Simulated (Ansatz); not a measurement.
# Pd in Ansatz: the effect of functional

The system is Pd.

```xyz
1
Lattice="-1.6031 1.6031 1.6031 1.6031 -1.6031 1.6031 1.6031 1.6031 -1.6031" Properties=species:S:1:pos:R:3 pbc="T T T"
Pd    0.0000    0.0000    0.0000
```

This isn't the form of Pd at room conditions, which is fcc.

The cell isn't the ideal one: volume scaled by 1.06.

Alike in all runs:

| Property | Result |
| --- | --- |
| Program | Ansatz 0.2.0 |
| Task | single point |
| Potentials or basis | Ansatz PAW |
| k mesh | 12 × 12 × 12 |
| Occupations | fermi-dirac, width 0.05 eV |
| Spin | no spin polarisation |

```csv
functional,cutoff,pressure (GPa)
LDA,420 eV (not typed: the program's choice for these potentials),-21.8
PBEsol,420 eV (not typed: the program's choice for these potentials),?
r2SCAN,500 eV (not typed: the program's choice for these potentials),-12.9
```

Q: What does the run with functional PBEsol give?

A: Pressure -16.9 GPa.

Caveats: the PAW data sets come from PBE, with cores solved anew for the run's functional, which leaves a small shift of forces and pressure.
